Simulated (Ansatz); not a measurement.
# La2O3 (P321) in Ansatz: band structure with PBE0

Aim: the band structure of La2O3 with PBE0.

Program: Ansatz 0.2.0. These are calculated values, not measurements. Logs are shortened: lines on timing, memory, paths and dates and some standing lists are left out, and cuts for length are marked.

## 1. The crystal as given

The structure is trigonal, space group P321 (No. 150). The conventional cell has a = 6.370 Å, b = 6.370 Å, c = 3.290 Å, α = 90.00°, β = 90.00°, γ = 120.00°. Around La (site symmetry 3) lie 6 O at 2.46 to 2.47 Å. O (site symmetry 2) has 4 La at 2.46 to 2.47 Å as nearest neighbours.

The cell comes from a database or a generator and needn't be the stable form of this composition.

## 2. Band structure, PBE0

The input, input:

```
crystal:
  lattice:
    - [6.3702727145, 0.0, 0.0]
    - [-3.1851363572, 5.5168179998, 0.0]
    - [0.0, 0.0, 3.2898942108]
  atoms:
    - { symbol: La, position: [0.6666666667, 0.3333333333, 0.498103] }
    - { symbol: La, position: [0.3333333333, 0.6666666667, 0.501897] }
    - { symbol: O, position: [0.504607, 0.0, 0.0] }
    - { symbol: O, position: [0.0, 0.504607, 0.0] }
    - { symbol: O, position: [0.495393, 0.495393, 0.0] }
hamiltonian:
  xc: pbe0
  pseudopotentials: { kind: paw }
kpoints:
  mp_grid: { grid: [4, 4, 6] }
  band_path:
    path:
      - [[0.0, 0.0, 0.0], [0.5, 0.0, 0.0], [0.3333333333, 0.3333333333, 0.0], [0.0, 0.0, 0.0], [0.0, 0.0, 0.5], [0.5, 0.0, 0.5], [0.3333333333, 0.3333333333, 0.5], [0.0, 0.0, 0.5]]
      - [[0.5, 0.0, 0.5], [0.5, 0.0, 0.0]]
      - [[0.3333333333, 0.3333333333, 0.0], [0.3333333333, 0.3333333333, 0.5]]
    npoints: 4
scf:
  occupations: { method: fermi_dirac, width: 0.05 }
  n_extra_bands: 12
output:
  forces: true
  stress: true
  eigenvalues: true
  fatbands: false
```

Potentials or basis: Ansatz PAW.

The program printed:

```text
Warning: output.stress: scf.convergence.dr2_threshold = 1e-7 eV (the SCF's general default) is looser than the 5e-10 eV advised for a printed stress (1e-10 eV for each atom of the cell: 5). What an SCF threshold leaves in a stress goes as its square root, and in the free energy as the threshold itself, and one threshold admits the most on a small cell: of the crystals measured, under no hybrid functional and no lock of the moments, on runs that ended without the residual-converged pass, on stresses that held no estimate of that error, the worst erred by over 100 MPa in a component at 1e-7 eV an atom and by under 5 at 1e-10. Set scf.convergence.dr2_threshold to 5e-10 eV or tighter. The threshold is an SCF's pass mark: one that does not reach it within its budget of iterations ends unconverged, or closes short of it on a stop that the run arms, and scf.convergence.dr2_threshold's page says what that costs each kind of run
Warning: output.stress: scf.exx.energy_threshold = 1e-6 eV is looser than the 5e-8 eV advised for a stress under a hybrid functional (1e-8 eV for each atom of the cell: 5). Every SCF of the exchange loop can meet its threshold on dr2 while the loop round them stops early: no threshold on dr2 bounds what that leaves in the stress. Set scf.exx.energy_threshold to 5e-8 eV or tighter. The threshold is the loop's pass mark: a loop that does not reach it within its budget of cycles ends unconverged, and scf.exx.energy_threshold's page has the law
scf.n_extra_bands = 12 over 20 filled bands (N_el = 40.0): the run solves 32 bands
GPUs: using 1 of 1 available (devices: 1).
Engine: ansatz 0.2.0, x86_64-unknown-linux-gnu
Pseudopotentials: kind: paw
Pseudopotential: La, paw, valence charge 11, recommended cutoff 420 eV (normal), La.paw.azcp
Pseudopotential: O, paw, valence charge 6, recommended cutoff 420 eV (normal), O.paw.azcp
Functional definition: PBE0
  parameter a = 0.25
  parameter kappa = 0.804
  parameter beta = 0.06672455060314922
  exchange = (1 - a)*pbe_x(kappa = kappa, mu = beta*pi^2/3) + a*exact_x
  correlation = pbe_c(beta = beta)
device memory: the entry about to start is reckoned to put 1.2 GiB on a device that reports 60.1 GiB free (of which the cap on the GPU budget leaves the run 18.0 GiB)
GPU FFT provider: cuFFT
GPU libraries: cuBLAS 13.8.2, cuFFT 12.4.0, cuSOLVER 12.3.4
Crystal: 5 atoms, lattice volume = 115.619 Å³
Basis set: ecut = 420 eV, 2279 PW (Γ), exchange–correlation on 90×90×48 points (8 copies of the dense FFT grid, shifted against one another)
Bands: 32, of which v1, the nominal top of the filled ones, is band 20 counted from 1 (19 counted from 0)
Symmetry: 6 space group operations
Space group: P321 (ITA 150), of the structure as read, at distance tolerance 4.9e-5 Å
k-points: 18 of 96 (time reversal used)
Non-local potential: La, projectors of the file, l = 0: 3, l = 1: 2, l = 2: 2, l = 3: 3
Non-local potential: O, projectors of the file, l = 0: 2, l = 1: 2, l = 2: 1
PAW form: soft (Blöchl's): semilocal exchange-correlation on the pseudo side does not see the compensation charge
PAW frozen core: La, regenerated for the run's functional, and the local potential with it (the file was generated under x = pbe(κ = 0.804, μ = 0.2195149727645171), c = pbe(β = 0.06672455060314922))
PAW frozen core: O, regenerated for the run's functional, and the local potential with it (the file was generated under x = pbe(κ = 0.804, μ = 0.2195149727645171), c = pbe(β = 0.06672455060314922))
PAW one-centre angular grid: La, 590 points (default); XC on 64 Gauss nodes
PAW one-centre angular grid: O, 110 points (default); XC on 64 Gauss nodes
Initial density: superposition of atomic densities (neutral atoms: chi_scale 0, normalization atom), corrected by the library's trained network
Initial wavefunctions: pseudopotential atomic-orbital guess
GPU buffer pool allocated for 48600 grid points (all kernels)
GPU transforms: local potential and band sums: pruned to the plane-wave sphere, on 45×45×24
Functional: x = pbe(κ = 0.804, μ = 0.2195149727645171), c = pbe(β = 0.06672455060314922), warm-up for x = 0.75 pbe(κ = 0.804, μ = 0.2195149727645171) + 0.25 exact, c = pbe(β = 0.06672455060314922)
SCF iter   1: F=—  HF=-14211.006922 eV  |F-HF|=—  |Δ(HF+E_count)|=         —  Δρ=3.57e-3  dr2=1.66e-2  ethr=1.77e-3  ⟨swp⟩=6.3  Hψ=2711  notcnv=0
preconditioner: auto → none  [insulator: Δε(μ)=1.638 eV  Ē_g=12.607 eV  σ=0.050 eV  W_gap=1.00  n_scr=32 (ndim 8)  ℏωp=20.7 eV  f_vac=0.255  D(μ)=0.00/eV (n_scr^D=0)]
SCF iter   2: F=—  HF=-14211.017975 eV  |F-HF|=—  |Δ(HF+E_count)|=   1.11e-2  Δρ=3.72e-3  dr2=1.41e-2  ethr=4.16e-5  ⟨swp⟩=6.4  Hψ=2111  notcnv=0  defer=1
SCF iter   3: F=—  HF=-14211.017151 eV  |F-HF|=—  |Δ(HF+E_count)|=   8.25e-4  Δρ=1.19e-3  dr2=1.57e-3  ethr=3.53e-5  ⟨swp⟩=4.7  Hψ=1480  notcnv=0  defer=1
SCF iter   4: F=-14211.020175 eV  HF=-14211.020017 eV  |F-HF|=1.59e-4  |Δ(HF+E_count)|=   2.87e-3  Δρ=4.23e-4  dr2=1.93e-4  ethr=3.93e-6  ⟨swp⟩=5.9  Hψ=1429  notcnv=0  defer=1
SCF 1 stopped early in 4 iterations: F = -14211.020175 eV  dr2 = 1.93e-4
[... 18 lines left out ...]
SCF iter   7: F=-14217.518647 eV  HF=-14217.518648 eV  |F-HF|=5.02e-7  |Δ(HF+E_count)|=   1.63e-5  Δρ=2.32e-5  dr2=3.02e-6  ethr=1.44e-7  ⟨swp⟩=3.4  Hψ=1099  notcnv=0
SCF 2 stopped early in 7 iterations: F = -14217.518647 eV  dr2 = 3.02e-6
  Residual-converged pass: ⟨swp⟩=5.0  Hψ=1757  notcnv=0  max |occ|·‖R‖ = 6.6e-6 eV (tolerance 6.7e-6 eV)  dr2=2.61e-6  dr2_onsite=6.18e-8  max |Δocc| = 3.8e-21
hybrid outer 1: dexx = +4.826e-2 eV, tail = 8.61e-5 eV
GPU FFT provider: cuFFT
GPU libraries: cuBLAS 13.8.2, cuFFT 12.4.0, cuSOLVER 12.3.4
GPU buffer pool allocated for 48600 grid points (all kernels)
GPU transforms: local potential and band sums: pruned to the plane-wave sphere, on 45×45×24
Exchange kernel: α = 0.2500, full range, Wigner–Seitz truncation, v(0) = 17079.6428 eV·Å³, q-mesh 4×4×6, nearest image of the exchange supercell L = 19.74 Å, pair-density grid 36×36×18, without the augmentation charges, whose exchange is taken in its separable form by FFT convolution over the k-point mesh (sized by the pseudopotential files, 40×40×24 at the most), smooth part of the exact exchange by density-matrix convolution in up to 4.82 GiB of GPU memory as planned if the GPU has room (build and FFT work areas not counted)
Frozen-core exchange: fock
SCF iter   1: F=—  HF=-14217.517098 eV  |F-HF|=—  |Δ(HF+E_count)|=         —  Δρ=1.12e-4  dr2=1.64e-5  ethr=1.08e-6  ⟨swp⟩=8.6  Hψ=2184  notcnv=0
preconditioner: auto → none  [insulator: Δε(μ)=3.603 eV  Ē_g=16.512 eV  σ=0.050 eV  W_gap=1.00  n_scr=32 (ndim 8)  ℏωp=20.7 eV  f_vac=0.255  D(μ)=0.00/eV (n_scr^D=0)]
SCF iter   2: F=—  HF=-14217.517093 eV  |F-HF|=—  |Δ(HF+E_count)|=   4.13e-6  Δρ=1.41e-5  dr2=3.69e-7  ethr=3.97e-8  ⟨swp⟩=4.0  Hψ=1180  notcnv=0
SCF iter   3: F=—  HF=-14217.517096 eV  |F-HF|=—  |Δ(HF+E_count)|=   2.32e-6  Δρ=9.95e-6  dr2=7.81e-8  ethr=3.60e-10  ⟨swp⟩=7.7  Hψ=2837  notcnv=0  defer=100
SCF iter   4: F=—  HF=-14217.517096 eV  |F-HF|=—  |Δ(HF+E_count)|=   2.58e-8  Δρ=1.25e-6  dr2=5.33e-9  ethr=1.83e-10  ⟨swp⟩=5.9  Hψ=1572  notcnv=0  defer=39
SCF iter   5: F=-14217.517096 eV  HF=-14217.517096 eV  |F-HF|=1.35e-10  |Δ(HF+E_count)|=   3.62e-8  Δρ=9.10e-7  dr2=5.37e-10  ethr=5.45e-12  ⟨swp⟩=7.8  Hψ=2835  notcnv=0  defer=125  reapply=1
SCF 3 converged in 5 iterations: F = -14217.517096 eV  dr2 = 5.37e-10
  Residual-converged pass: ⟨swp⟩=2.9  Hψ=991  notcnv=0  max |occ|·‖R‖ = 6.8e-7 eV (tolerance 7.0e-7 eV)  dr2=5.41e-10  dr2_onsite=1.00e-10  max |Δocc| = 8.7e-28
hybrid outer 2: dexx = +2.397e-6 eV, tail = 3.84e-8 eV, Δε = 5.45e-3 eV (about 1.42e-4 eV left of the loop's levels), ΔF = 5.91e-4 eV/Å (tail 2.11e-4)
device memory: the entry about to start is reckoned to put 0.8 GiB on a device that reports 37.6 GiB free (of which the cap on the GPU budget leaves the run 18.0 GiB)
NSCF: frozen V_eff on 39 k-points, pencils in batches of 32, up to order 144
hybrid SCF converged: 2 outer / 12 inner (+4 warm-up), last move |dexx| = 2.40e-6 eV, tail = 3.84e-8 eV
Stability not checked: this state was not tested for a lower state beside it, because the functional holds exact exchange (a hybrid, or Hartree-Fock), whose exchange loop this test does not read (fock_operator; see scf.lower_state_search)
Free energy (F): -14217.517096 eV
Frozen-core exchange: fock
Harris-Foulkes:  -14217.517096 eV  (|F-HF|=1.35e-10)
Internal energy: -14217.517096 eV  (E = F + TS)
E sigma→0 (E₀):  -14217.517096 eV
Fermi energy:    6.227615 eV
--- Per-component energies (eV) ---
  E_band       = -265.504460
  E_kinetic    = 912.976283
  E_local      = -2810.305524  (includes V_loc(G=0)·N_el)
  E_nonlocal   = 329.419416
  E_hartree    = 1100.345780
  E_xc         = -389.137981
  E_vxc        = -449.571259  (∫ρ·V_xc dr)
  E_exx        = -118.816504  (= α·E_x^exact, valence–valence)
  E_paw        = -11307.822149  (= ΣΔE_a)
  E_vpaw       = -211.088518  (= ΣTr[D̂ρ^β])
  E_aug_tail   = 0.007150  (compensation charges beyond the density's cutoff)
  E_ewald      = -1933.756537
  E_core_change = -0.427030  (= ΣΔE_core)
  E_smearing   = -0.000000  (= −TS)
  E_closure    = -0.000000  (closes the sum)
  Σ components = -14217.517096   (vs F -14217.517096, Δ=0.00e0)
--- Forces (eV/Å), atoms counted from 1 ---
  atom   1  La     0.00000000    -0.00000000     0.01076106
  atom   2  La    -0.00000000     0.00000000    -0.01076106
  atom   3  O     -0.04385439     0.00000000    -0.00000000
  atom   4  O      0.02192720    -0.03797902    -0.00000000
  atom   5  O      0.02192720     0.03797902     0.00000000
  max |Σ_I F_I| component: 3.47e-18 eV/Å
--- Stress (GPa, compression-positive) ---
       -1.326934       0.000000      -0.000000
        0.000000      -1.326934      -0.000000
       -0.000000      -0.000000      -2.638574
  P = ⅓ Tr σ = -1.7641 GPa (-17.641 kbar)
--- Band table (eV; the first three rows and the last of 18) ---
  k-point 0: bands = ["-28.1118", "-27.9005", "-14.4450", "-14.4450", "-12.9018", "-10.5162", "-10.5162", "-9.7258", "-9.3730", "-8.7532", "-8.7532", "1.0123", "2.2305", "2.2305", "2.4657", "2.4657", "3.4468", "3.4468", "3.7440", "3.9921", "8.0297", "10.1962", "11.3266", "11.3266", "12.8333", "12.8928", "12.9191", "12.9191", "12.9404", "12.9404", "13.0066", "13.0288"]
  k-point 1: bands = ["-28.0250", "-27.8273", "-14.2095", "-14.2095", "-13.5745", "-10.4009", "-10.4006", "-10.1299", "-9.3184", "-9.1990", "-9.1987", "2.0379", "2.3521", "2.3551", "2.5147", "2.5179", "2.9302", "2.9305", "3.3157", "3.8389", "8.8486", "10.8428", "11.7522", "11.7523", "12.3282", "12.3288", "12.5295", "12.7786", "12.9822", "13.0505", "13.0524", "13.0694"]
  k-point 2: bands = ["-27.8427", "-27.6755", "-14.6429", "-13.5884", "-13.5884", "-11.3707", "-10.2243", "-10.2180", "-10.1531", "-10.1468", "-8.7370", "1.6283", "1.6287", "2.1923", "2.6600", "2.6604", "3.0657", "3.0664", "3.7286", "4.0398", "10.4638", "11.5397", "11.5401", "12.1221", "12.1509", "12.1510", "12.4845", "12.5309", "12.9450", "12.9457", "13.0067", "13.0848"]
  k-point 17: bands = ["-27.6974", "-27.6473", "-14.7045", "-14.1624", "-13.1019", "-10.9456", "-10.6271", "-10.4390", "-10.3108", "-9.9554", "-9.4345", "1.4731", "2.0972", "2.1282", "2.4560", "2.7329", "2.8561", "2.8997", "3.7825", "3.7828", "11.0452", "11.8343", "12.2134", "12.3694", "12.4180", "12.4954", "12.5247", "12.6458", "12.8333", "12.9623", "12.9707", "13.0106"]
```

It took 2 min on 1 × NVIDIA H100 80GB HBM3 with 2 threads of AMD EPYC 7R13 (Zen 3), shared host; peak memory 3.1 GiB.

What came out:

* Free energy: -14217.5171 eV
* Pressure: -1.8 GPa
* Largest force: 0.044 eV/Å
* Band gap on the k mesh: 3.60 eV, indirect (least direct gap 4.04 eV)
* Band gap along the path: 3.60 eV, indirect (least direct gap 4.04 eV)

Forces in eV/Å, atoms in the order of the input:
```
La   0.000  0.000  0.011
La   0.000  0.000 -0.011
O   -0.044  0.000  0.000
O    0.022 -0.038  0.000
O    0.022  0.038  0.000
```

Levels at the corners of the path, in eV from the valence-band top:
```
point  band 16  band 17  band 18  band 19  band 20  band 21  band 22  band 23  band 24  band 25
    Γ    -1.96    -0.98    -0.98    -0.68    -0.43     3.60     5.77     6.90     6.90     8.41
    M    -1.66    -1.63    -1.18    -1.08    -0.93     4.86     5.84     6.85     7.37     7.51
    K    -1.38    -1.38    -1.35    -1.35    -0.98     5.44     5.44     6.63     7.61     7.77
    Γ    -1.96    -0.98    -0.98    -0.68    -0.43     3.60     5.77     6.90     6.90     8.41
    A    -1.58    -1.16    -1.16    -0.28     0.00     6.71     6.71     7.22     7.53     7.53
    L    -1.93    -1.67    -1.35    -0.65    -0.63     6.53     7.60     7.75     7.90     8.00
    H    -1.80    -1.80    -1.72    -0.69    -0.69     6.70     7.60     7.60     8.01     8.03
    A    -1.58    -1.16    -1.16    -0.28     0.00     6.71     6.71     7.22     7.53     7.53
    L    -1.93    -1.67    -1.35    -0.65    -0.63     6.53     7.60     7.75     7.90     8.00
    M    -1.66    -1.63    -1.18    -1.08    -0.93     4.86     5.84     6.85     7.37     7.51
    K    -1.38    -1.38    -1.35    -1.35    -0.98     5.44     5.44     6.63     7.61     7.77
    H    -1.80    -1.80    -1.72    -0.69    -0.69     6.70     7.60     7.60     8.01     8.03
```

Caveat: the magnetic or orbital state may not be the lowest; spin-orbit coupling is left out, which moves the levels of the heavy elements; the PAW data sets come from PBE, with cores solved anew for the run's functional, which leaves a small shift of forces and pressure; the thresholds are loose for stress.
